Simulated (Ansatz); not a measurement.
**Zone-centre phonons of TaN at 7 GPa: input and output**

Level of theory: Ansatz 0.2.0, DFT PBE, scalar-relativistic, plane waves, PAW.

Launched with:
```bash
ansatz run input.yaml --threads 1 --pin off --max-ram 3072MiB --backend cpu --events-out ev --progress --plain --runs-dir out
```

Input (bare energies are in eV):
```yaml
crystal:
  lattice:
    - [0.0, 2.1942478648, 2.1942478648]
    - [2.1942478648, 0.0, 2.1942478648]
    - [2.1942478648, 2.1942478648, 0.0]
  atoms:
    - { symbol: Ta, position: [0.5, 0.5, 0.5] }
    - { symbol: "N", position: [0.0, 0.0, 0.0] }
basis:
  ecutwfc: 420
kpoints:
  mp_grid: { grid: [16, 16, 16] }
hamiltonian:
  xc: pbe
scf:
  occupations: { method: fermi_dirac, width: 0.15 }
output:
  eigenvalues: true
phonons:
  method: dfpt
  eigenvectors: true
```

Results section of the output:
```
--- Phonons (Γ-DFPT): 2 representative perturbations + reference, on 349 of 4096 k-points (Σ response iterations 6) ---
  k mesh reduced under 8 symmetry operations, with k and −k counted as one. Each operation leaves every solved perturbation unchanged. A smaller set is not used because it would not reduce the number of displacements ...
  ASR residual: 1.199e-3 → 0.000e0 eV/Å²; symmetrization residual: 9.257e-7 eV/Å²
  ASR residual per site (eV/Å²): 1.20e-3 1.37e-4
  Γ frequencies (cm⁻¹): 0.00 0.00 0.00 408.48 408.48 408.48
  non-analytic LO–TO correction: not included (Born effective charges unavailable; polar crystals: no LO–TO splitting at Γ)
```

The run took 36 s on 1 thread of AMD EPYC 7R43 64-Core Processor (Zen 3), with other jobs on the host, peak memory 0.64 GiB.

In a metal, frequencies and elastic constants depend on the k mesh and the smearing, soft modes and shear constants most. Spin–orbit coupling is left out, which can shift energies with elements as heavy as these. Other phases may be more stable at this pressure.

This rock-salt form isn't the usual stable structure of the compound at low pressure.